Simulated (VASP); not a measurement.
Write the native input for VASP 6.6.1 that does the following.

- Task: single point
- Functional: PBEsol
- Potentials or basis: VASP PAW PBE potentials, release 64 (Ta_pv, N)
- Cutoff: 520 eV
- k mesh: 7 × 7 × 7
- Occupations: gaussian, width 0.05 eV
- Spin: collinear spin, zero start
- Starting moments: [0.0, 0.0] μB
- Hubbard terms: Ta d U = 6 eV
- Further INCAR settings: ALGO = Normal; EDIFF = 1e-07

The structure of TaN lies in POSCAR:

```
TaN
1.0
    0.0000000000      2.1790013100      2.1790013100
    2.1790013100      0.0000000000      2.1790013100
    2.1790013100      2.1790013100      0.0000000000
Ta N
1 1
Direct
    0.5000000000      0.5000000000      0.5000000000
    0.0000000000      0.0000000000      0.0000000000
```

The input as run:

INCAR

```
SYSTEM = TaN
PREC = Accurate ; ENCUT = 520
EDIFF = 1E-7 ; ISMEAR = 0
SIGMA = 0.05 ; LREAL = .FALSE.
LASPH = .TRUE. ; NELM = 100
ALGO = Normal ; ISIF = 2
LWAVE = .FALSE. ; LCHARG = .FALSE.
ISPIN = 2 ; MAGMOM = 0 0
LORBIT = 11 ; LMAXMIX = 4
LDAU = .TRUE. ; LDAUTYPE = 2
LDAUL = 2 -1 ; LDAUU = 6 0
LDAUJ = 0 0 ; LDAUPRINT = 1
GGA = PS
```

KPOINTS

```
Automatic mesh
0
G
  7 7 7
  0 0 0
```

Potentials or basis: VASP PAW PBE potentials, release 64 (Ta_pv, N).

Launch:

```bash
$ cat potpaw_PBE.64/Ta_pv/POTCAR potpaw_PBE.64/N/POTCAR > POTCAR
$ mpirun -np 1 vasp_std > vasp.out
```

Results of the run:

```json
{"Pressure": "25.4 GPa", "Band gap on the k mesh": "none (metal or under the smearing width)", "Net moment": "0.00 μB per cell", "Valence electrons inside the program's atomic spheres": "Ta 8.83; N 3.82"}
```

Caveat: the PAW data sets were made with another functional, which shifts forces and pressure a little.

It took 9.6 s on 1 thread of Intel(R) Xeon(R) Platinum 8259CL CPU @ 2.50GHz (Skylake/Cascade Lake), with other jobs on the host, peak memory 0.15 GiB.
